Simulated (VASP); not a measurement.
Here is a VASP 6.6.1 calculation.

The input INCAR:

```
SYSTEM = C
AGGAC = 0.0 ; ALGO = Normal
EDIFF = 1E-6 ; ENCUT = 520
GGA = MK ; ISIF = 2
ISMEAR = -1 ; LASPH = .TRUE.
LCHARG = .FALSE. ; LREAL = .FALSE.
LUSE_VDW = .TRUE. ; LWAVE = .FALSE.
NBANDS = 16 ; NELM = 100
PARAM1 = 0.1234 ; PARAM2 = 0.711357
PREC = Accurate ; SIGMA = 0.05
ZAB_VDW = -1.8867
```

KPOINTS

```
k-points
0
G
  16 16 4
  0 0 0
```

POSCAR

```
C
1.0
    2.4610000000      0.0000000000      0.0000000000
   -1.2305000000      2.1312885187      0.0000000000
    0.0000000000      0.0000000000      8.0496000000
C
4
Direct
    0.0000000000      0.0000000000      0.2500000000
    0.3333333333      0.6666666667      0.2500000000
    0.0000000000      0.0000000000      0.7500000000
    0.6666666667      0.3333333333      0.7500000000
```

Potentials or basis: VASP PAW PBE potentials, release 64 (C).

Command:

```sh
$ cat potpaw_PBE.64/C/POTCAR > POTCAR
$ mpirun -np 1 vasp_std > vasp.out
```

Estimate the pressure.

0.7 GPa.

Predict the band gap on the k mesh.

0.99 eV, direct.

Stress tensor (GPa, compression positive):
```
 2.16  0.00  0.00
 0.00  2.16  0.00
 0.00  0.00 -2.25
```

Caveat: the PAW data sets were made with another functional, which shifts forces and pressure a little. A k mesh can miss the band edges.
